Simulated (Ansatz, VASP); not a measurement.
**One calculation of Y, two programs**

```
Y
1.0
     3.60688    0.00000    0.00000
     0.00000    3.60688    0.00000
     0.00000    0.00000   24.65136
Y
4
Direct
  0.50000 0.50000 0.34481
  0.00000 0.00000 0.44827
  0.50000 0.50000 0.55280
  0.00000 0.00000 0.64858
```

Alike in both runs: functional r2SCAN; k mesh 8 × 8 × 1; occupations gaussian, width 0.1 eV; no spin polarisation.

Ansatz relaxed the structure, and its values are those at the end. VASP's run is a single point on that final structure, the one shown.

|  | VASP | Ansatz |
| --- | --- | --- |
| version | VASP 6.6.1 | Ansatz 0.2.0 |
| potentials or method | VASP PAW PBE potentials, release 64 (Y_sv) | scalar-relativistic, plane waves, PAW |
| plane-wave cutoff (eV) | 520 | 500 |
| valence electrons in the cell | 44 | 44 |

Ansatz gave:

```
gap on the k mesh at the Fermi level (eV) : none
rms of the force components (eV/Å)        : 0.189
```

**Question.** What did VASP give for the same quantities?

**Answer.** gap on the k mesh at the Fermi level (eV): none; rms of the force components (eV/Å): 0.186.

A gap of «none» marks a metal or a gap that the smearing closes.

Caveats: the PAW data sets were made with another functional, which shifts forces and pressure a little (VASP).
